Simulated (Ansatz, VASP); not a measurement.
**Two plane-wave programs on Sn**

Contents of INCAR:

```
PREC     = Accurate       # precision mode
ENCUT    = 520            # plane-wave cutoff, eV
EDIFF    = 1E-7           # SCF threshold, eV
ISMEAR   = 0              # smearing method
SIGMA    = 0.1            # smearing width, eV
LREAL    = False          # projectors in reciprocal space
LASPH    = True           # aspherical terms in the spheres
NELM     = 60             # most SCF steps
ALGO     = Normal         # electronic algorithm
ISIF     = 2              # what is computed and relaxed
LWAVE    = False          # write WAVECAR
LCHARG   = False          # write CHGCAR
GGA      = PS             # functional
NBANDS   = 28             # bands
```

Contents of KPOINTS:

```
Automatic mesh
0
Gamma
  6 6 6
```

Contents of POSCAR:

```
Sn
1.0
    1.9469842632      1.1240918884      9.4096527754
   -1.9469842632      1.1240918884      9.4096527754
    0.0000000000     -2.2481837769      9.4096527754
Sn
3
Direct
    0.0000000000      0.0000000000      0.0000000000
    0.2222200000      0.2222200000      0.2222200000
    0.7777800000      0.7777800000      0.7777800000
```

Input for Ansatz:

```yaml
crystal:
  lattice:
    - [1.9469842632, 1.1240918884, 9.4096527754]
    - [-1.9469842632, 1.1240918884, 9.4096527754]
    - [0.0, -2.2481837769, 9.4096527754]
  atoms:
    - { symbol: Sn, position: [0.0, 0.0, 0.0] }
    - { symbol: Sn, position: [0.22222, 0.22222, 0.22222] }
    - { symbol: Sn, position: [0.77778, 0.77778, 0.77778] }
basis:
  ecutwfc: 420
kpoints:
  mp_grid: { grid: [6, 6, 6] }
hamiltonian:
  xc: pbesol
scf:
  occupations: { method: gaussian, width: 0.1 }
  lower_state_search: "off"
output:
  forces: true
  stress: true
  eigenvalues: true
```

Alike in both runs: task single point; functional PBEsol; k mesh 6 × 6 × 6; occupations gaussian, width 0.1 eV; no spin polarisation.

```csv
,VASP,Ansatz
version,VASP 6.6.1,Ansatz 0.2.0
potentials or method,"VASP PAW PBE potentials, release 64 (Sn_d)","scalar-relativistic, plane waves, PAW"
plane-wave cutoff (eV),520,420
valence electrons in the cell,42,42
```

Ansatz gave:

```
gap on the k mesh at the Fermi level (eV)       : none
pressure (GPa)                                  : -8.5
largest component of the traceless stress (GPa) : 0.09
rms of the force components (eV/Å)              : 0.089
```

**Question.** What did VASP give for the same quantities?

**Answer.** gap on the k mesh at the Fermi level (eV): none; pressure (GPa): -8.6; largest component of the traceless stress (GPa): 0.10; rms of the force components (eV/Å): 0.089.

Atom by atom the forces differ by 0.000 eV/Å (rms over components). A gap of «none» marks a metal or a gap that the smearing closes. The functional is the same, so the differences come from potentials, cutoffs and numerics.

Caveats: the PAW data sets were made with another functional, which shifts forces and pressure a little (VASP).
